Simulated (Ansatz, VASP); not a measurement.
One calculation of Ir, two programs

INCAR

```
PREC     = Accurate       # precision mode
ENCUT    = 520            # plane-wave cutoff, eV
EDIFF    = 1E-6           # SCF threshold, eV
ISMEAR   = -1             # smearing method
SIGMA    = 0.05           # smearing width, eV
LREAL    = False          # projectors in reciprocal space
LASPH    = True           # aspherical terms in the spheres
NELM     = 80             # most SCF steps
ALGO     = Normal         # electronic algorithm
ISIF     = 2              # what is computed and relaxed
LWAVE    = False          # write WAVECAR
LCHARG   = False          # write CHGCAR
GGA      = PS             # functional
NBANDS   = 10             # bands
```

Contents of KPOINTS:

```
Automatic mesh
0
Gamma
  15 15 15
```

Contents of POSCAR:

```
Ir
1.0
    0.0000000000      1.9197000000      1.9580940000
    1.9197000000      0.0000000000      1.9580940000
    1.9197000000      1.9197000000      0.0000000000
Ir
1
Direct
    0.0000000000      0.0000000000      0.0000000000
```

Input for Ansatz:

```yaml
crystal:
  lattice:
    - [0.0, 1.9197, 1.958094]
    - [1.9197, 0.0, 1.958094]
    - [1.9197, 1.9197, 0.0]
  atoms:
    - { symbol: Ir, position: [0.0, 0.0, 0.0] }
kpoints:
  mp_grid: { grid: [15, 15, 15] }
  band_path:
    path:
      - [0.0, 0.0, 0.0]
      - [0.0, 0.5, 0.5]
      - [0.25, 0.75, 0.5]
      - [0.0, 0.5, 0.0]
      - [0.0, 0.0, 0.0]
      - [0.5, 0.5, 0.0]
      - [0.3701460977, 0.6298539023, 0.0]
      - [-0.3701460977, 0.3701460977, 0.0]
      - [0.0, 0.0, 0.0]
    npoints: 5
scf:
  occupations: { method: fermi_dirac, width: 0.05 }
hamiltonian:
  xc: pbesol
  pseudopotentials: { kind: all_electron, lapw: { basis_error: 0.0005 } }
output:
  forces: true
  stress: true
  eigenvalues: true
```

Change from the starting cell: zz strain of +2 %.

Alike in both runs: task single point; functional PBEsol; k mesh 15 × 15 × 15; occupations fermi-dirac, width 0.05 eV; no spin polarisation.

|  | VASP | Ansatz |
| --- | --- | --- |
| version | VASP 6.6.1 | Ansatz 0.2.0 |
| potentials or method | VASP PAW PBE potentials, release 64 (Ir) | all-electron LAPW, scalar-relativistic |
| plane-wave cutoff (eV) | 520 | see its input |

|  | VASP | Ansatz | Ansatz less VASP |
| --- | --- | --- | --- |
| pressure (GPa) | -8.9 | -9.8 | -0.83 |
| largest component of the traceless stress (GPa) | 4.93 | 4.94 | +0.010 |

Ansatz ran all-electron here, so the differences hold the error of VASP's frozen core and of both bases.

Caveats: the PAW data sets were made with another functional, which shifts forces and pressure a little (VASP). Spin-orbit coupling is left out, which matters for the levels of Ir.
